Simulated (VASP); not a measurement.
## C in VASP 6.6.1, single-point calculation

INCAR

```
LWAVE = .FALSE.
ISMEAR = 0
ENCUT = 520
ALGO = Normal
NBANDS = 11
NELM = 120
EDIFF = 1E-7
LREAL = .FALSE.
NSW = 0
METAGGA = MS2
ISIF = 2
LCHARG = .FALSE.
LASPH = .TRUE.
PREC = Accurate
SIGMA = 0.01
IBRION = -1
```

KPOINTS

```
KPOINTS created by Atomic Simulation Environment
0
Gamma
6 6 6
0 0 0
```

POSCAR

```
C
 1.0000000000000000
     0.0000000000000000    1.8335278667999999    1.7689115518000000
     1.8335278667999999    0.0000000000000000    1.7689115518000000
     1.8335278667999999    1.8335278667999999    0.0000000000000000
 C
   2
Cartesian
  0.0000000000000000  0.0000000000000000  0.0000000000000000
  0.9167639333999998  0.9167639333999998  0.8844557758999999
```

The recommended PBE PAW datasets give the neutral cell 8 valence electrons.

Command

```
mpirun -np 1 vasp_std
```

OSZICAR

```
N       E                     dE             d eps       ncg     rms          rms(c)
DAV:   1    -0.144897364844E+02   -0.14490E+02   -0.42984E+03   660   0.674E+02
DAV:   2    -0.326207593083E+02   -0.18131E+02   -0.17504E+02   873   0.112E+02
DAV:   3    -0.330233420027E+02   -0.40258E+00   -0.40137E+00   759   0.124E+01
DAV:   4    -0.330238116059E+02   -0.46960E-03   -0.46959E-03   705   0.486E-01
DAV:   5    -0.330238118509E+02   -0.24498E-06   -0.24488E-06   762   0.110E-02    0.510E+00
DAV:   6    -0.219559966594E+02    0.11068E+02   -0.12596E+00   660   0.945E+00    0.357E+00
DAV:   7    -0.219385241122E+02    0.17473E-01   -0.95347E-01   668   0.766E+00    0.150E+00
DAV:   8    -0.218813795480E+02    0.57145E-01   -0.54005E-02   693   0.177E+00    0.655E-01
DAV:   9    -0.218830425131E+02   -0.16630E-02   -0.60125E-04   726   0.252E-01    0.595E-01
DAV:  10    -0.218792016204E+02    0.38409E-02   -0.91502E-03   663   0.750E-01    0.322E-02
DAV:  11    -0.218793337931E+02   -0.13217E-03   -0.17644E-04   738   0.132E-01    0.368E-02
DAV:  12    -0.218793344760E+02   -0.68287E-06   -0.19555E-05   695   0.424E-02    0.578E-03
DAV:  13    -0.218793329991E+02    0.14770E-05   -0.16542E-06   775   0.119E-02    0.101E-02
DAV:  14    -0.218793331211E+02   -0.12205E-06   -0.91313E-08   435   0.299E-03    0.511E-03
DAV:  15    -0.218793331555E+02   -0.34407E-07   -0.24566E-08   350   0.169E-03
   1 F= -.21879333E+02 E0= -.21879333E+02  d E =-.270644E-30
```

From OUTCAR

```
k-points           NKPTS =     30   k-points in BZ     NKDIM =     30   number of bands    NBANDS=     11

   NELECT =       8.0000    total number of electrons

   dimension x,y,z NGX =    20 NGY =   20 NGZ =   20
   dimension x,y,z NGXF=    40 NGYF=   40 NGZF=   40

  energy-cutoff  :      520.00
  volume of cell :       11.89
      direct lattice vectors                 reciprocal lattice vectors
     0.000000000  1.833527867  1.768911552    -0.272698337  0.272698337  0.282659695
     1.833527867  0.000000000  1.768911552     0.272698337 -0.272698337  0.282659695
     1.833527867  1.833527867  0.000000000     0.272698337  0.272698337 -0.282659695

 k-points in reciprocal lattice and weights: KPOINTS created by Atomic Simulation Env
   0.00000000  0.00000000  0.00000000       0.005
   0.16666667 -0.00000000  0.00000000       0.037
   0.33333333 -0.00000000  0.00000000       0.037
   0.50000000  0.00000000  0.00000000       0.019
   0.16666667  0.16666667  0.00000000       0.009
   0.33333333  0.16666667  0.00000000       0.037
   0.50000000  0.16666667  0.00000000       0.037
  -0.33333333  0.16666667  0.00000000       0.037
   ...

 E-fermi :   9.2097

 k-point     1 :       0.0000    0.0000    0.0000
  band No.  band energies     occupation
      1     -12.6001      2.00000
      2       8.6198      2.00000
      3       8.6198      2.00000
      4       9.1323      2.00000
      5      14.9891      0.00000
      6      15.4752      0.00000
      7      15.4752      0.00000
      8      22.3926      0.00000
      9      27.6480      0.00000
     10      34.9916      0.00000
     11      35.9638      0.00000

 k-point     2 :       0.1667   -0.0000    0.0000
  band No.  band energies     occupation
      1     -11.8379      2.00000
      2       5.1870      2.00000
      3       7.6545      2.00000
      4       8.0768      2.00000
      5      16.2179      0.00000
      6      16.7039      0.00000
      7      17.0180      0.00000
      8      23.1612      0.00000
      9      28.8096      0.00000
     10      31.5739      0.00000
     11      32.3009      0.00000

 k-point     3 :       0.3333   -0.0000    0.0000
  band No.  band energies     occupation
      1      -9.6142      2.00000
      2      -0.3697      2.00000
      3       6.3440      2.00000
      4       6.8926      2.00000
      5      17.2108      0.00000
      6      17.8753      0.00000
      7      18.4154      0.00000
      8      24.6447      0.00000
      9      29.5979      0.00000
     10      32.4015      0.00000
     11      32.5587      0.00000

 k-point     4 :       0.5000    0.0000    0.0000
  band No.  band energies     occupation
      1      -7.0217      2.00000
      2      -4.2070      2.00000
      3       5.8414      2.00000
      4       6.4504      2.00000
      5      17.3478      0.00000
      6      17.9773      0.00000
      7      18.7599      0.00000
      8      25.0826      0.00000
      9      30.7062      0.00000
     10      33.1622      0.00000
     11      35.1309      0.00000

 k-point     5 :       0.1667    0.1667    0.0000
  band No.  band energies     occupation
      1     -11.5358      2.00000
      2       6.2184      2.00000
      3       6.2184      2.00000
      4       6.8863      2.00000
      5      14.0471      0.00000
      6      18.6901      0.00000
      7      18.6901      0.00000
      8      21.8651      0.00000
      9      29.6348      0.00000
     10      29.9672      0.00000
     11      36.3476      0.00000

 ...

  Total       -2.5939580     -2.5939580     -0.2314012      0.0000000      0.0000000      0.0000000
  in kB     -349.4317635   -349.4317635    -31.1720225      0.0000000      0.0000000      0.0000000
  external PRESSURE =    -243.3451832 kB  Pullay stress =       0.0000000 kB

 POSITION                                       TOTAL-FORCE (eV/Angst)
 -----------------------------------------------------------------------------------
      0.00000      0.00000      0.00000         0.000000      0.000000      0.000000
      0.91676      0.91676      0.88446        -0.000000     -0.000000      0.000000
 -----------------------------------------------------------------------------------
    total drift:                                0.000000      0.000000      0.000000

  FREE ENERGIE OF THE ION-ELECTRON SYSTEM (eV)
  ---------------------------------------------------
  free  energy   TOTEN  =       -21.8793331555 eV

  energy  without entropy=      -21.8793331555  energy(sigma->0) =      -21.87933316
```

It converged. Results: gap between bands v and c on the k mesh 3.81 eV; least direct gap on the k mesh 5.86 eV; pressure -24.3 GPa. Band v is the last that the valence electrons fill when counted band by band, and c is the next.

For comparison, a separate r²SCAN run of the intended cell, on usual settings and not on those above, gives a gap of 3.32 eV on its mesh and a pressure of -20.6 GPa.

The run above took about 16 s on one core of a shared host (Intel Xeon Platinum 8488C) and held 0.12 GiB at most.
